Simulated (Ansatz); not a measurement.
## CdSe under changes of volume

One of the cells (28.942 Å³/atom); the others are scaled copies at fixed shape and fractional positions:

```
Cd Se
1.0
     0.00000    3.07027    3.07027
     3.07027    0.00000    3.07027
     3.07027    3.07027    0.00000
Cd Se
1 1
Direct
  0.00000 0.00000 0.00000
  0.25000 0.25000 0.25000
```

Measurements of this composition are mostly on another form, of space group No. 186.

| Item | Value |
| --- | --- |
| Program | Ansatz 0.2.0 |
| Functional | r2SCAN-EpsX |
| Potentials or basis | Ansatz PAW |
| Cutoff | 500 eV (not typed: the program's choice for these potentials) |
| k mesh | 4 × 4 × 4 |
| Occupations | fermi-dirac, width 0.05 eV |
| Spin | no spin polarisation |

```tsv
volume (Å³/atom)	energy over the lowest point (meV/atom)	pressure (GPa)	gap on the mesh (eV)
27.206	18.80	3.3	2.03
27.784	8.26	1.9	1.98
28.363	2.14	0.7	1.92
28.942	0.00	-0.4	1.86
29.521	1.42	-1.4	1.81
30.100	5.94	-2.3	1.75
30.679	?	?	?
```

Q: What does the run at 30.679 Å³/atom give?

A: Energy over the lowest point 13.22 meV/atom; pressure -3.0 GPa; gap on the mesh 1.69 eV.

Worked out: A Birch-Murnaghan fit of order 3 (a polynomial in V^(-2/3)) to the other rows has its minimum at 28.99 Å³/atom with B0 = V·E''(V) = 48 GPa and B' = 4.9. It gives 13.27 meV/atom at 30.679 Å³/atom, against the run's 13.22, and -dE/dV = -2.4 GPa, against -3.0. A straight line through the other rows of the gap, of slope -2.78 eV per unit of ln V (its deformation potential), extrapolates to 1.70 eV, against the run's 1.69.

Energies are extrapolated to zero smearing.

Caveats: all runs use coarse meshes; the PAW data sets come from PBE, with cores solved anew for the run's functional, which leaves a small shift of forces and pressure; the thresholds are loose for stress.

Spin-orbit coupling on Cd, Se is left out.
